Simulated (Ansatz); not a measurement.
Crystal: Pt.

```xyz
1
Lattice="0.0000 1.9609 1.9609 1.9609 0.0000 1.9609 1.9609 1.9609 0.0000" Properties=species:S:1:pos:R:3 pbc="T T T"
Pt    0.0000    0.0000    0.0000
```

Program: Ansatz 0.2.0. Alike in all runs: potentials or basis all-electron LAPW, scalar-relativistic; no spin polarisation; cell as given; k mesh 12 × 12 × 12; cutoff (eV) 270; basis error allowed 0.001 eV/atom.

Order these runs on this cell by their pressure, lowest first.
A. level revPBE; smearing fermi-dirac 0.05 eV
B. level PBEsol; smearing fermi-dirac 0.05 eV
C. level LDA; smearing fermi-dirac 0.05 eV
D. level PBE; smearing gaussian 0.018 eV
E. level BLYP; smearing fermi-dirac 0.05 eV

C (-6.0 GPa), B (-0.6 GPa), D (10.2 GPa), A (13.3 GPa), E (25.6 GPa).

Caveats: so large a pressure means that the cell lies far from this level's equilibrium, or that cutoff or potentials fall short (some runs).

Not every run made on this cell is shown here.
